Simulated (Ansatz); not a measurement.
Sb under changes of volume

One of the cells (26.962 Å³/atom); the others are scaled copies at fixed shape and fractional positions:

```
CELL_PARAMETERS angstrom
-1.57654 1.57654 2.71194
1.57654 -1.57654 2.71194
1.57654 1.57654 -2.71194
ATOMIC_POSITIONS crystal
Sb 0.00000 0.00000 0.00000
```

This isn't the form of Sb at room conditions, which is rhombohedral.

```yaml
Program: Ansatz 0.2.0
Functional: PBEsol
Potentials_or_basis: Ansatz PAW
Cutoff: "420 eV (not typed: the program's choice for these potentials)"
k_mesh: 12 × 12 × 12
Occupations: fermi-dirac, width 0.05 eV
Spin: no spin polarisation
```

```csv
volume (Å³/atom),energy over the lowest point (meV/atom),pressure (GPa)
25.344,10.34,3.2
25.883,2.53,1.5
26.423,0.00,0.0
26.962,2.16,-1.3
27.501,8.52,-2.4
28.040,18.62,-3.5
28.580,?,?
```

Task: What does the run at 28.580 Å³/atom give?

Result: Energy over the lowest point 32.05 meV/atom; pressure -4.4 GPa.

Worked out: A Birch-Murnaghan fit of order 3 (a polynomial in V^(-2/3)) to the other rows has its minimum at 26.43 Å³/atom with B0 = V·E''(V) = 68 GPa and B' = 4.6 at fixed shape and positions, which overstates the stiffness. It gives 32.08 meV/atom at 28.580 Å³/atom, against the run's 32.05, and -dE/dV = -4.5 GPa, against -4.4.

Energies are extrapolated to zero smearing.

Caveats: the PAW data sets come from PBE, with cores solved anew for the run's functional, which leaves a small shift of forces and pressure.
